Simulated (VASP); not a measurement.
**Zn: single point with LDA**

The system is Zn.

```
Zn
1.0
     0.00000    1.89275    1.89275
     1.89275    0.00000    1.89275
     1.89275    1.89275    0.00000
Zn
1
Direct
  0.00000 0.00000 0.00000
```

This isn't the form of Zn at room conditions, which is hcp.

```json
{
 "Program": "VASP 6.6.1",
 "Task": "single point",
 "Functional": "LDA",
 "Potentials or basis": "VASP PAW LDA potentials, release 64 (Zn)",
 "Cutoff": "520 eV",
 "k mesh": "23 × 23 × 23",
 "Occupations": "fermi-dirac, width 0.1 eV",
 "Spin": "no spin polarisation"
}
```

```
Pressure               : 0.5 GPa
Band gap on the k mesh : none (metal or under the smearing width)
```

Levels at points of the mesh, in eV from the Fermi level:
| k point | band 3 | band 4 | band 5 | band 6 | band 7 | band 8 | band 9 | band 10 |
| --- | --- | --- | --- | --- | --- | --- | --- | --- |
| (0.00, 0.00, 0.00) | -8.04 | -8.04 | -7.56 | -7.56 | 19.71 | 19.71 | 19.71 | 19.87 |

Run time: 28 s on 1 thread of Intel(R) Xeon(R) Platinum 8488C (Sapphire Rapids), with other jobs on the host, peak memory 0.16 GiB.
